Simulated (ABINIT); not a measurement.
# BN (P6_3mc): G0W0 with ABINIT, start to end, part 3 of 3

How does a plane-wave GW calculation on BN (P6_3mc) run from the first input to the gap?

ABINIT 10.8.3; LDA and many-body steps on it, plane waves. Known limits of the many-body steps: not at the basis limit; coarse k mesh.

So far. Step 4 (Empty states on the mesh, 6×6×4 mesh, 128 bands): On this mesh the gap is 5.052 eV. Step 5 (Screening, 6×6×4 mesh, 120 bands, screening to 244.9 eV): Local fields lower ε∞ by 7 %. On a Γ-centred mesh this coarse the value itself is usually too large, while a short band sum pulls it down.

The database entry behind the starting cell has ideal inner coordinates that were not refined, so it need not match the best structure at ambient conditions.

## Step 6: Self-energy, 6×6×4 mesh, 120 bands, screening to 244.9 eV

The self-energy is evaluated for the states that the input lists, and the levels follow from it, in one-shot runs by the linearised quasiparticle equation.

This step: G0W0 on LDA, plane waves, norm-conserving pseudopotentials.

run.abi reads:

```
acell 3*1.0 Angstrom
rprim 
  2.536000000002 -0.000000000000 0.000000000000
  -1.268000000000 2.196240423999 0.000000000000
  0.000000000000 0.000000000000 4.199000000000
ntypat 2
znucl 5 7
natom 4
typat 1 1 2 2
xred 
  0.666666666667 0.333333333333 0.000000000000
  0.333333333333 0.666666666667 0.500000000000
  0.666666666667 0.333333333333 0.375000000000
  0.333333333333 0.666666666667 0.875000000000
pp_dirpath "pseudos"
pseudos "B.upf, N.upf"
ecut 36
ngkpt 6 6 4
nshiftk 1
shiftk 0 0 0
kptopt 1
chksymbreak 0
istwfk *1
occopt 1
irdwfk 1
optdriver 4
nband 120
gwcalctyp 0
ecutsigx 36
symsigma 1
nkptgw 6
kptgw 
  0.0000000000 0.0000000000 0.0000000000
  0.3333333333 0.3333333333 0.0000000000
  0.1666666667 0.0000000000 0.0000000000
  0.5000000000 0.0000000000 0.0000000000
  0.0000000000 0.0000000000 0.5000000000
  0.5000000000 0.0000000000 0.5000000000
bdgw 
  7 10
  7 11
  7 10
  7 10
  5 10
  7 10
ecuteps 9
irdscr 1
ppmodel 1
indata_prefix "in"
outdata_prefix "out"
tmpdata_prefix "tmp"
```

Launch:

```bash
OMP_NUM_THREADS=1 mpirun -n 4 abinit run.abi > log
```

Numbers of over 12 decimals in the logs are rounded to 6 here.

Output:

```text
.Version 10.8.3 of ABINIT. v10.8.2 released Aug 2026.

 Symmetries : space group P6_3 m c (#186); Bravais hP (primitive hexag.)
[... echo of the input left out ...]
== DATASET  1 ==================================================================
-   mpi_nproc: 4, omp_nthreads: 1 (-1 if OMP is not activated)

--- !DatasetInfo
iteration_state: {dtset: 1, }
dimensions: {natom: 4, nkpt: 21, mband: 120, nsppol: 1, nspinor: 1, nspden: 1, mpw: 1677, }
cutoff_energies: {ecut:  36.0, pawecutdg:  -1.0, }
electrons: {nelect:   1.60000000E+01, charge:   0.00000000E+00, occopt:   1.00000000E+00, tsmear:   1.00000000E-02, }

 SIGMA: Calculation of the GW corrections

 Based on a program developped by R.W. Godby, V. Olevano, G. Onida, and L. Reining.
 Incorporated in ABINIT by V. Olevano, G.-M. Rignanese, and M. Torrent.
.Using double precision arithmetic ; gwpc =  8

[... cell and pseudopotentials left out ...]
--------------------------------------------------------------------------------

 ==== K-mesh for the wavefunctions ====
 Number of points in the irreducible wedge :    21
[... list of points left out ...]
 Together with 12 symmetry operations and time-reversal symmetry
 yields   144 points in the full Brillouin Zone.

 ==== Q-mesh for screening function ====
 Number of points in the irreducible wedge :    21
[... list of points left out ...]
 Together with 12 symmetry operations and time-reversal symmetry
 yields   144 points in the full Brillouin Zone.

 vcoul_init : cutoff-mode = AUXILIARY_FUNCTION
 q-points for optical limit:   1
     1)      0.000010    0.000020    0.000030
 setmesh: FFT mesh size selected  =    27x   27x   48
          total number of points  =        34992

 Number of electrons calculated from density =   16.0000; Expected =   16.0000
 average of density, n =  0.101379
 r_s =    1.3304
 omega_plasma =   30.7135 [eV]

 === KS Band Gaps ===
  >>>> For spin  1
   Minimum direct gap =   8.3337 [eV], located at k-point      :   0.1667  0.0000  0.0000
   Fundamental gap    =   5.0516 [eV], Top of valence bands at :   0.0000  0.0000  0.0000
                                       Bottom of conduction at :   0.3333  0.3333  0.0000
 SIGMA fundamental parameters:
 PLASMON POLE MODEL  1
 number of plane-waves for SigmaX                 1677
 number of plane-waves for SigmaC and W            209
 number of plane-waves for wavefunctions          1677
 number of bands                                   120
 number of independent spin polarizations            1
 number of spinorial components                      1
 number of k-points in IBZ                          21
 number of q-points in IBZ                          21
 number of symmetry operations                      12
 number of k-points in BZ                          144
 number of q-points in BZ                          144
 number of frequencies for dSigma/dE                 9
 frequency step for dSigma/dE [eV]                0.25
 number of omega for Sigma on real axis              0
 max omega for Sigma on real axis  [eV]           0.00
 zcut for avoiding poles [eV]                     0.10

 EPSILON^-1 parameters (SCR file):
 dimension of the eps^-1 matrix on file            209
 dimension of the eps^-1 matrix used               209
 number of plane-waves for wavefunctions          1677
 number of bands                                   120
 number of q-points in IBZ                          21
 number of frequencies                               2
 number of real frequencies                          1
 number of imag frequencies                          1

 matrix elements of self-energy operator (all in [eV])

 Perturbative Calculation

--- !SelfEnergy_ee
iteration_state: {dtset: 1, }
kpoint     : [   0.000,    0.000,    0.000, ]
spin       : 1
KS_gap     :    8.372
QP_gap     :   10.501
Delta_QP_KS:    2.129
data: !SigmaeeData |
     Band     E0 <VxcDFT>   SigX SigC(E0)      Z dSigC/dE  Sig(E)    E-E0       E
        7   8.288 -18.494 -22.214   2.624   0.826  -0.211 -19.399  -0.906   7.383
        8   8.288 -18.494 -22.214   2.624   0.826  -0.211 -19.399  -0.906   7.383
        9  16.661 -13.646  -6.988  -5.207   0.843  -0.186 -12.422   1.223  17.884
       10  16.661 -13.646  -6.988  -5.207   0.843  -0.186 -12.422   1.223  17.884

--- !SelfEnergy_ee
iteration_state: {dtset: 1, }
kpoint     : [   0.333,    0.333,    0.000, ]
spin       : 1
KS_gap     :   10.505
QP_gap     :   12.877
Delta_QP_KS:    2.372
data: !SigmaeeData |
     Band     E0 <VxcDFT>   SigX SigC(E0)      Z dSigC/dE  Sig(E)    E-E0       E
        7   2.835 -16.145 -21.465   3.614   0.817  -0.225 -17.538  -1.392   1.443
        8   2.835 -16.145 -21.465   3.614   0.817  -0.225 -17.538  -1.392   1.443
        9  13.340 -12.199  -6.615  -4.442   0.858  -0.165 -11.219   0.980  14.320
       10  21.776 -15.769  -7.521  -6.408   0.817  -0.224 -14.266   1.504  23.279
       11  21.776 -15.769  -7.521  -6.408   0.817  -0.224 -14.266   1.504  23.279

--- !SelfEnergy_ee
iteration_state: {dtset: 1, }
kpoint     : [   0.167,    0.000,    0.000, ]
spin       : 1
KS_gap     :    8.334
QP_gap     :   10.359
Delta_QP_KS:    2.026
data: !SigmaeeData |
     Band     E0 <VxcDFT>   SigX SigC(E0)      Z dSigC/dE  Sig(E)    E-E0       E
        7   7.431 -17.921 -21.704   2.618   0.826  -0.210 -18.883  -0.962   6.469
[...]
--- !SelfEnergy_ee
iteration_state: {dtset: 1, }
kpoint     : [   0.500,    0.000,    0.000, ]
spin       : 1
KS_gap     :    8.910
QP_gap     :   10.912
Delta_QP_KS:    2.002
data: !SigmaeeData |
     Band     E0 <VxcDFT>   SigX SigC(E0)      Z dSigC/dE  Sig(E)    E-E0       E
[...]
--- !SelfEnergy_ee
iteration_state: {dtset: 1, }
kpoint     : [   0.000,    0.000,    0.500, ]
spin       : 1
KS_gap     :   10.818
QP_gap     :   12.932
Delta_QP_KS:    2.114
data: !SigmaeeData |
     Band     E0 <VxcDFT>   SigX SigC(E0)      Z dSigC/dE  Sig(E)    E-E0       E
[...]
10  17.920 -14.588  -7.868  -5.417   0.836  -0.196 -13.498   1.090  19.010

--- !SelfEnergy_ee
iteration_state: {dtset: 1, }
kpoint     : [   0.500,    0.000,    0.500, ]
spin       : 1
KS_gap     :   10.204
QP_gap     :   12.386
Delta_QP_KS:    2.181
data: !SigmaeeData |
     Band     E0 <VxcDFT>   SigX SigC(E0)      Z dSigC/dE  Sig(E)    E-E0       E
        7   4.692 -17.031 -21.806   3.277   0.820  -0.219 -18.260  -1.229   3.463
        8   4.692 -17.031 -21.806   3.277   0.820  -0.219 -18.260  -1.229   3.463
        9  14.896 -13.387  -7.448  -4.816   0.848  -0.179 -12.435   0.952  15.849
       10  14.896 -13.387  -7.448  -4.816   0.848  -0.179 -12.435   0.952  15.849

== END DATASET(S) ==============================================================
================================================================================

 -outvars: echo values of variables after computation  --------
           etotal      0.0000000000E+00
            nband         120
             nkpt          21
          spgroup         186
 [... the other variables as echoed above ...]

 Calculation completed.
```

The job ended after 50 s (4 MPI ranks of Arm Neoverse V2, shared host; peak memory 1 GiB; 3.3 min of CPU time).

Numbers from this step:

```yaml
g0w0_gap_on_the_mesh: 6.937 eV
starting_gap_on_the_mesh: 5.052 eV
k_of_the_valence_top: 0, 0, 0
k_of_the_conduction_bottom: 0.3333, 0.3333, 0
z_at_the_valence_top: 0.826
z_at_the_conduction_bottom: 0.858
least_direct_g0w0_gap_on_the_computed_points: 10.36 eV
```

The gap on the mesh goes from 5.05 eV to 6.94 eV, a correction of +1.89 eV.

Limits: finite bands, cutoff and mesh; coarse k mesh. v1 is the top filled band, c1 the lowest empty one. Levels before and after the correction, in eV, zero at the valence-band top of each column:

|  | conduction bottom | valence top |
| --- | --- | --- |
| Kohn-Sham | 5.05 | 0.00 |
| G0W0 | 6.94 | 0.00 |

|  | level | energy (eV) |
| --- | --- | --- |
| Kohn-Sham | Γ v2-v1 | 0.000 |
| Kohn-Sham | Γ c1-c2 | 8.372 |
| Kohn-Sham | (0.333 0.333 0) v2-v1 | -5.453 |
| Kohn-Sham | (0.333 0.333 0) c1 | 5.052 |
| Kohn-Sham | (0.333 0.333 0) c2-c3 | 13.487 |
| G0W0 | Γ v2-v1 | 0.000 |
| G0W0 | Γ c1-c2 | 10.501 |
| G0W0 | (0.333 0.333 0) v2-v1 | -5.940 |
| G0W0 | (0.333 0.333 0) c1 | 6.937 |
| G0W0 | (0.333 0.333 0) c2-c3 | 15.896 |

## Step 7: Where the time went

Times are wall times on 4 MPI ranks of Arm Neoverse V2, shared host, good to a factor of about two.

| step | time | share | memory (GiB) |
| --- | --- | --- | --- |
| ground state | 8 s | 5 % | 0.27 |
| bands along the symmetry lines | 7.4 s | 4 % | 0.27 |
| empty states on the mesh | 24 s | 14 % | 0.83 |
| screening | 85 s | 49 % | 0.91 |
| self-energy | 50 s | 29 % | 1.0 |

## Step 8: Summary of results

| Property | Result |
| --- | --- |
| LDA gap | 5.05 eV, indirect |
| G0W0 gap on the mesh | 6.94 eV |
| GW settings | 6×6×4 mesh, 120 bands, screening to 244.9 eV, Godby-Needs plasmon pole |
| known limits | not at the basis limit; coarse k mesh |

**Reading.** G0W0 moves the gap on the mesh from 5.05 eV to 6.94 eV (+1.89 eV), with Z of 0.83 and 0.86 at the edges. Local fields lower the RPA ε∞ on this mesh from 4.74 to 4.39; a Γ-centred mesh this coarse tends to raise both, most where the direct gap is narrow, while a short band sum lowers them. The dearest step here is «screening». Bands and cutoff are finite, so the gap is not at the basis limit. The miss can reach some tenths of an eV and take either sign; the mesh is an error of its own. The 6×6×4 mesh is coarse for this cell, which bears on the long-range parts of exchange and screening.

[Paths, hosts, dates, memory and timing lines, banners, echoed tables and standing remarks are left out of the program output.]

[Logs are printed without paths, hosts, clocks, repeated set-up lines and the standing remarks that a program may print on its own settings, such as how far it seeks lower states.]

[Runs of the session that timed out or met a known fault of the program may be left out.]

[Hosts, paths, dates, database ids (printed as entryN), source tags and the programs' standing remarks are cut or masked in the printed files.]

[G0W0 gaps are taken among the corrected bands and points alone; a level outside them can change the order at an edge.]

[Where Ansatz stands beside ABINIT at settings called matched, ABINIT's density can come from a denser mesh and the files from another edition; pairs whose starting gaps differed by over 0.03 eV were left out, so agreement reads better than it is.]
